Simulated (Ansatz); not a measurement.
BeS

```
CELL_PARAMETERS angstrom
0.00000 2.43765 2.43765
2.43765 0.00000 2.43765
2.43765 2.43765 0.00000
ATOMIC_POSITIONS crystal
Be 0.00000 0.00000 0.00000
S 0.25000 0.25000 0.25000
```

Atom numbers follow the list: Be1, S2.

Conventional cell: a = 4.875 Å, b = 4.875 Å, c = 4.875 Å, α = 90.00°, β = 90.00°, γ = 90.00°. Be (atom 1) is surrounded by 4 S at 2.11 Å. Around S (atom 2) lie 4 Be at 2.11 Å.

The cell was built from the zincblende type and relaxed in the same program, and has space group F-43m; it needn't be a known or the stable phase.

All numbers are computed: DFT, PBE, all-electron LAPW, scalar-relativistic (Ansatz 0.2.0); DFT, PBE, PAW with Ansatz's default frozen-core files, scalar-relativistic (Ansatz 0.2.0).

For LAPW: a Γ-centred 12×12×12 k mesh, Fermi–Dirac smearing of 0.05 eV, basis error target 1 meV/atom, no spin polarisation. PAW takes a cutoff of 420 eV at this cell. The Ansatz runs share mesh, smearing and spin set-up. Values come from LAPW unless marked.

* Smallest direct gap on the path: 5.61 eV
* Pressure at this cell: 0.03 GPa
* Volume per atom: 14.48 Å³

Question: Predict this quantity. Löwdin charges (with 0.31 e of the cell spilling out of the atomic basis, so their sizes and signs hang on that basis).

Answer: Be1 1.39, S2 -1.08 e.

Question: Give the computed value. Bader charges (from the PAW run).

Answer: Be1 +1.62, S2 -1.62 e.

Question: Band gap: what does the calculation give?

Answer: 3.15 eV, indirect from Γ to X (-0.5, -0.5, 0).
